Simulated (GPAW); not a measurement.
Input of a GPAW 26.7.0 run:

run.py

```python
from ase.dft.bandgap import bandgap
from ase.io import read, write
from gpaw import GPAW, PW
from gpaw.response.df import DielectricFunction

atoms = read('W.xyz')

calc = GPAW(mode=PW(500),
            xc='PBE',
            kpts={'size': (9, 9, 9), 'gamma': True},
            occupations={'name': 'fermi-dirac', 'width': 0.05},
            nbands=16,
            convergence={'density': 1e-06},
            maxiter=150,
            txt='gpaw.txt')
atoms.calc = calc
energy = atoms.get_potential_energy()
calc.write('gs.gpw')
write('result.traj', atoms)
print(f'Energy: {energy:.6f} eV')
print('Fermi level:', round(calc.get_fermi_level(), 4), 'eV')
print(f'Gap: {bandgap(calc)[0]:.4f} eV, direct: {bandgap(calc, direct=True)[0]:.4f} eV')

dense = calc.fixed_density(kpts={'size': (28, 28, 28), 'gamma': True},
                           nbands=23, convergence={'bands': 17, 'eigenstates': 1e-7},
                           update_fermi_level=True, txt='dense.txt')
dense.write('dense.gpw', mode='all')

df = DielectricFunction('dense.gpw', frequencies={'type': 'nonlinear', 'domega0': 0.05, 'omega2': 10},
                        eta=0.1, ecut=50, nbands=17, rate='eta', txt='df.txt')
for direction in ['x']:
    df.get_dielectric_function(xc='RPA', direction=direction, filename=f'df_{direction}.csv')
```

The input W.xyz:

```xyz
1
Lattice="0.0000000000 2.0300000000 2.0300000000 2.0300000000 0.0000000000 2.0300000000 2.0300000000 2.0300000000 0.0000000000" Properties=species:S:1:pos:R:3 pbc="T T T"
W      0.0000000000      0.0000000000      0.0000000000
```

Potentials or basis: GPAW PAW data sets (gpaw-data 1.2.1), pw.

Run with:

```bash
$ OMP_NUM_THREADS=1 python run.py
```

(1) Estimate the band gap on the k mesh.

Answers

(1) none (metal or under the smearing width).

Caveat: the intraband term hangs on this k mesh; the long-wavelength limit can be off by several per cent where d states take part; independent-particle spectra lack excitons.
